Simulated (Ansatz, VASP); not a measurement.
# Mg6O5 (a cell with a defect): VASP beside Ansatz

File INCAR:

```
PREC     = Accurate       # precision mode
ENCUT    = 520            # plane-wave cutoff, eV
EDIFF    = 1E-6           # SCF threshold, eV
ISMEAR   = 0              # smearing method
SIGMA    = 0.05           # smearing width, eV
LREAL    = False          # projectors in reciprocal space
LASPH    = True           # aspherical terms in the spheres
NELM     = 60             # most SCF steps
ALGO     = Normal         # electronic algorithm
ISIF     = 2              # what is computed and relaxed
LWAVE    = False          # write WAVECAR
LCHARG   = False          # write CHGCAR
GGA      = PS             # functional
NBANDS   = 32             # bands
```

File KPOINTS:

```
Automatic mesh
0
Gamma
  4 4 4
```

Contents of POSCAR:

```
Mg6O5
1.0
    5.5908553621      0.0000000000      0.0000000000
    0.0000000000      5.5908553621      0.0000000000
    0.0000000000      0.0000000000      5.5908553621
Mg O
6 5
Direct
    0.2500000000      0.0000000000      0.5000000000
    0.0000000000      0.5000000000      0.2500000000
    0.5000000000      0.7500000000      0.0000000000
    0.7500000000      0.0000000000      0.5000000000
    0.0000000000      0.5000000000      0.7500000000
    0.5000000000      0.2500000000      0.0000000000
    0.5000000000      0.0000000000      0.2500000000
    0.0000000000      0.7500000000      0.5000000000
    0.7500000000      0.5000000000      0.0000000000
    0.5000000000      0.0000000000      0.7500000000
    0.0000000000      0.2500000000      0.5000000000
```

Input for Ansatz:

```yaml
crystal:
  lattice:
    - [5.5908553621, 0.0, 0.0]
    - [0.0, 5.5908553621, 0.0]
    - [0.0, 0.0, 5.5908553621]
  atoms:
    - { symbol: Mg, position: [0.25, 0.0, 0.5] }
    - { symbol: Mg, position: [0.0, 0.5, 0.25] }
    - { symbol: Mg, position: [0.5, 0.75, 0.0] }
    - { symbol: Mg, position: [0.75, 0.0, 0.5] }
    - { symbol: Mg, position: [0.0, 0.5, 0.75] }
    - { symbol: Mg, position: [0.5, 0.25, 0.0] }
    - { symbol: O, position: [0.5, 0.0, 0.25] }
    - { symbol: O, position: [0.0, 0.75, 0.5] }
    - { symbol: O, position: [0.75, 0.5, 0.0] }
    - { symbol: O, position: [0.5, 0.0, 0.75] }
    - { symbol: O, position: [0.0, 0.25, 0.5] }
basis:
  ecutwfc: 420
kpoints:
  mp_grid: { grid: [4, 4, 4] }
hamiltonian:
  xc: pbesol
  pseudopotentials: { kind: paw, azcp: { folder: soft_1 } }
scf:
  occupations: { method: gaussian, width: 0.05 }
output:
  forces: true
  stress: true
  eigenvalues: true
  write_density: true
  write_potential: true
  elf: true
  volumetric_format: npy
```

Change from the starting cell: O vacancy; atom 9 moved 0.000 of the way to it and +0.000 Å across, host rigid.

Alike in both runs: task single point; functional PBEsol; k mesh 4 × 4 × 4; occupations gaussian, width 0.05 eV; no spin polarisation.

|  | VASP | Ansatz |
| --- | --- | --- |
| version | VASP 6.6.1 | Ansatz 0.2.0 |
| potentials or method | VASP PAW PBE potentials, release 64 (Mg, O) | scalar-relativistic, plane waves, PAW |
| plane-wave cutoff (eV) | 520 | 420 |
| valence electrons in the cell | 42 | 90 |

Ansatz gave:

```
gap on the k mesh at the Fermi level (eV)       : 1.05
least direct gap on the mesh (eV)               : 1.92
pressure (GPa)                                  : 0.1
largest component of the traceless stress (GPa) : 1.31
rms of the force components (eV/Å)              : 0.132
```

Problem. Which values does VASP return?

Solution. gap on the k mesh at the Fermi level (eV): 1.06; least direct gap on the mesh (eV): 1.93; pressure (GPa): -0.1; largest component of the traceless stress (GPa): 1.34; rms of the force components (eV/Å): 0.136.

Atom by atom the forces differ by 0.007 eV/Å (rms over components). The two sets of potentials don't hold the same shells in valence. Ansatz warned: «pseudo_functional_mismatch».

Caveats: the PAW data sets were made with another functional, which shifts forces and pressure a little (VASP).
